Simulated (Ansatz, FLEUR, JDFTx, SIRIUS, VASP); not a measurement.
## One calculation of Ni, 5 ways

```
CELL_PARAMETERS angstrom
0.00000 1.73757 1.73757
1.73757 0.00000 1.73757
1.73757 1.73757 0.00000
ATOMIC_POSITIONS crystal
Ni 0.00000 0.00000 0.00000
```

Alike in all runs: task equation of state; functional PBEsol; k mesh 13 × 13 × 13; occupations fermi-dirac, width 0.05 eV; collinear spin, starts as each program's potentials allow; no spin-orbit coupling.

| program and potentials | plane-wave cutoff (eV) | notes | equilibrium volume (Å³/atom) | bulk modulus (GPa) |
| --- | --- | --- | --- | --- |
| VASP, PBE PAW files Ni, 520 eV | 520 | potentials made for PBE | 10.38 | 228.0 |
| Ansatz, all-electron LAPW, scalar-relativistic | - | moment up to 0.63 μB a cell | 10.38 | 231.7 |
| JDFTx, PseudoDojo-SR-PBEsol-0.4.1-standard with smoothed tails | 1333 | - | 10.38 | 230.8 |
| FLEUR, all-electron, FLAPW | - | - | 10.38 | 231.5 |
| SIRIUS, PseudoDojo 0.4.1 PBEsol standard (scalar relativistic) | 1333 | - | ? | ? |

Estimate from the other rows what the run with SIRIUS, PseudoDojo 0.4.1 PBEsol standard (scalar relativistic) gave.

Equilibrium volume 10.38 Å³/atom; bulk modulus 230.7 GPa. The other rows, which needn't bracket it: equilibrium volume 10.38; bulk modulus 228.0 to 231.7.
